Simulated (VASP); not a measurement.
## MgS: G0W0 quasiparticle levels with PBE

The system is MgS.

```
S Mg
1.0
     4.03462    0.00000    0.00000
    -2.01731    3.49409    0.00000
     0.00000    0.00000    6.43229
S Mg
2 2
Direct
  0.66667 0.33333 0.87924
  0.33333 0.66667 0.37924
  0.33333 0.66667 0.99575
  0.66667 0.33333 0.49575
```

The cell comes from a database or a generator and needn't be the stable form of this composition.

```json
{
 "Program": "VASP 6.6.1",
 "Task": "G0W0 quasiparticle levels",
 "Functional": "PBE",
 "Potentials or basis": "VASP PAW PBE potentials, release 64 (S_GW, Mg_GW)",
 "Cutoff": "450 eV",
 "k mesh": "4 × 4 × 2",
 "Occupations": "gaussian, width 0.01 eV",
 "Spin": "no spin polarisation",
 "Cutoff of the response function": "120",
 "Frequency points": "48",
 "Empty bands": "401",
 "GW scheme": "G0W0",
 "GW iterations": "1",
 "Further INCAR settings": "ALGO = EVGW0; EDIFF = 1e-08; NBANDS = 409"
}
```

The band gap on the k mesh, mean-field level is 3.43 eV, direct. The quasiparticle gap is 5.06 eV and the least direct quasiparticle gap is 5.06 eV.

Levels at points of the mesh, in eV from the valence-band top:
```tsv
k point	band 6	band 7	band 8	band 9	band 10	band 11
(0.00, 0.00, 0.00)	-0.16	-0.16	0.00	3.43	4.66	7.45
(0.50, 0.00, 0.00)	-1.25	-0.93	-0.48	4.71	5.20	5.79
(0.00, 0.00, 0.50)	-0.38	-0.38	-0.38	4.90	4.90	7.59
(0.50, 0.00, 0.50)	-0.90	-0.80	-0.80	4.64	4.64	6.27
```

Wall time 6.2 min on 1 thread of Intel(R) Xeon(R) 6975P-C (Granite Rapids) (shared host), peak memory 1 GiB.

Caveat: the k mesh is coarse (spacing up to 0.49 Å⁻¹), so the values aren't converged; bands, screening cutoff and mesh are small and nothing is extrapolated, so the quasiparticle values aren't converged.
